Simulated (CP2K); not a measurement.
The system is SrCl2.

```xyz
3
Lattice="4.9333 0.0000 0.0000 2.4666 4.2723 0.0000 2.4666 1.4241 4.0280" Properties=species:S:1:pos:R:3 pbc="T T T"
Sr    0.0000    0.0000    0.0000
Cl    7.3999    4.2723    3.0210
Cl    2.4666    1.4241    1.0070
```

Base run:

```yaml
Program: CP2K 2026.2
Functional: TB-mBJ
Potentials_or_basis: POTENTIAL_UZH Sr GTH-PBE-q10, Cl GTH-PBE-q7; TZVP-MOLOPT-PBE-GTH basis
Density_cutoff: 12245 eV
k_mesh: 7 × 7 × 7
Occupations: fermi-dirac, width 0.0259 eV
Spin: no spin polarisation
```

Its results: band gap on the k mesh 6.05 eV, indirect (least direct gap 6.27 eV).

Question: The run is repeated on the same cell with these changes: functional from TB-mBJ to PBEsol; density cutoff from 12245 eV to 8163 eV; cutoff of the grids from 900 Ry to 600 Ry. What comes out?

Answer: Band gap on the k mesh 5.10 eV, indirect (least direct gap 5.41 eV).

Caveats: the basis of atomic orbitals isn't converged, which shifts pressures, moduli and gaps; this is a model potential without an energy functional, so only levels have meaning (some runs).

A k mesh can miss the band edges.

Not every run made on this cell is shown here.
